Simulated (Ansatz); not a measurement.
LiI (rock salt)

```xyz
2
Lattice="0.0000 3.0091 3.0091 3.0091 0.0000 3.0091 3.0091 3.0091 0.0000" Properties=species:S:1:pos:R:3 pbc="T T T"
I      0.0000     0.0000     0.0000
Li     3.0091     3.0091     3.0091
```

Equation-of-state scan: isotropic scaling of the cell above, V₀ being its volume. Symmetry pins the atoms to their sites.

All values below come from r2SCAN (plane waves to 500 eV, PAW, scalar-relativistic; Ansatz, an electronic-structure program). k mesh 10×10×10 (Γ-centred), Fermi-Dirac smearing 0.05 eV. Energies are smeared free energies. Stress and pressure are positive under compression. LiI was relaxed with its symmetry unable to fall. Spin-orbit coupling is left out, though I is heavy. The zero of ΔE is the relaxed starting cell.

| V/V₀ | ΔE (kJ/mol of atoms) | P (GPa) |
|---|---|---|
| 0.840 | 6.03 | 5.37 |
| 0.867 | 3.96 | 4.12 |
| 0.893 | 2.40 | 3.04 |
| 0.920 | 1.28 | 2.10 |
| 0.947 | 0.54 | 1.30 |
| 0.973 | 0.13 | 0.61 |
| 1.000 | 0.00 | 0.01 |
| 1.027 | 0.11 | -0.51 |
| 1.053 | 0.44 | -0.96 |
| 1.080 | 0.94 | -1.35 |
| 1.107 | 1.61 | -1.68 |
| 1.133 | 2.41 | -1.97 |
| 1.160 | 3.32 | -2.21 |

Summary:

| Quantity | Result |
|---|---|
| Pressure at the smallest volume | 5.37 GPa |
| Energy cost of the largest compression | 62.5 meV/atom |
| Energy cost of the largest expansion | 34.4 meV/atom |
| Bulk modulus B₀ (third-order Birch-Murnaghan fit) | 20.8 GPa |
| Pressure derivative B₀′ (fit) | 4.5 |
| Equilibrium volume of the fit | 27.26 Å³/atom |
| Pressure for 5 % compression (fit) | 1.2 GPa |

(Under strain, the slope of the energy per volume gives the stress and its curvature an elastic modulus.)
